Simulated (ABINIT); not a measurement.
Crystal: TiCo.

```
Co Ti
1.0
     2.98611    0.00000    0.00000
     0.00000    2.98611    0.00000
     0.00000    0.00000    2.98611
Co Ti
1 1
Direct
  0.50000 0.50000 0.50000
  0.00000 0.00000 0.00000
```

The cell comes from a database or a generator and needn't be the stable form of this composition.

Base run:

```yaml
Program: ABINIT 10.8.3 (patched build)
Functional: PBE
Potentials_or_basis: JTH PAW PBE v2.0
Cutoff: 707 eV
k_mesh: 9 × 9 × 9
Occupations: fermi-dirac, width 0.05 eV
Spin: collinear spin, ferromagnetic start
Starting_moments: "[2.0, 1.0] μB"
```

Its results: band gap on the k mesh none (metal or under the smearing width); pressure -0.3 GPa; net moment 0.82 μB per cell; site moments Co +0.92; Ti -0.03 μB.

Problem. After a change of settings the same cell gave: band gap on the k mesh none (metal or under the smearing width); pressure -0.8 GPa; net moment 0.79 μB per cell; site moments Co +0.88; Ti -0.04 μB. Which change was it?
A. functional from PBE to RPBE
B. functional from PBE to revPBE
C. k mesh from 9 × 9 × 9 to 4 × 4 × 4
D. functional from PBE to PBEsol; k mesh from 9 × 9 × 9 to 5 × 5 × 5

Solution. C.

Caveats: some runs use coarse meshes; small starting moments can end in a higher magnetic state in this program.
